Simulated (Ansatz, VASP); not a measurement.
## HfO2 in VASP and in Ansatz

```xyz
3
Lattice="0.2089 2.6529 2.6529 2.6529 0.2089 2.6529 2.6529 2.6529 0.2089" Properties=species:S:1:pos:R:3 pbc="T T T"
Hf    0.0000    0.0000    0.0000
O     1.3787    1.3787    1.3787
O     4.1360    4.1360    4.1360
```

Alike in both runs: task single point; functional PBEsol; k mesh 8 × 8 × 8; occupations gaussian, width 0.05 eV; no spin polarisation.

|  | VASP | Ansatz |
| --- | --- | --- |
| version | VASP 6.6.1 | Ansatz 0.2.0 |
| potentials or method | VASP PAW PBE potentials, release 64 (Hf_pv, O) | scalar-relativistic, plane waves, PAW |
| plane-wave cutoff (eV) | 520 | 520 |
| valence electrons in the cell | 22 | 38 |

Ansatz gave:

* gap on the k mesh at the Fermi level (eV): 3.75
* least direct gap on the mesh (eV): 3.75
* pressure (GPa): -2.8
* largest component of the traceless stress (GPa): 4.54
* rms of the force components (eV/Å): 0.232

Which values does VASP return?

gap on the k mesh at the Fermi level (eV): 3.77; least direct gap on the mesh (eV): 3.77; pressure (GPa): -6.3; largest component of the traceless stress (GPa): 4.27; rms of the force components (eV/Å): 0.196.

Atom by atom the forces differ by 0.036 eV/Å (rms over components). The two sets of potentials don't hold the same shells in valence. Ansatz warned: «pseudo_functional_mismatch».

Caveats: the PAW data sets were made with another functional, which shifts forces and pressure a little (VASP); spin-orbit coupling is left out, which moves the levels of the heavy elements. A k mesh can miss the band edges.
